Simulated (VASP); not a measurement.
KTaO3:

```
Ta K O
1.0
     3.98830    0.00000    0.00000
     0.00000    3.98830    0.00000
     0.00000    0.00000    3.98830
Ta K O
1 1 3
Direct
  0.00000 0.00000 0.00000
  0.50000 0.50000 0.50000
  0.00000 0.00000 0.50000
  0.00000 0.50000 0.00000
  0.50000 0.00000 0.00000
```

Base run:

```yaml
Program: VASP 6.6.1
Functional: HSE06
Potentials_or_basis: VASP PAW PBE potentials, release 64 (Ta_pv, K_sv, O)
Cutoff: 520 eV
k_mesh: 4 × 4 × 4
Occupations: gaussian, width 0.02 eV
Spin: no spin polarisation
```

Its results: band gap on the k mesh 3.51 eV, indirect (least direct gap 4.16 eV); pressure 0.0 GPa.

Task: The run is repeated on the same cell with these changes: functional from HSE06 to r2SCAN-EpsX. What comes out?

Result: Band gap on the k mesh 4.03 eV, indirect (least direct gap 4.70 eV); pressure -1.8 GPa.

Caveats: the PAW data sets were made with another functional, which shifts forces and pressure a little; spin-orbit coupling is left out, which moves the levels of the heavy elements.
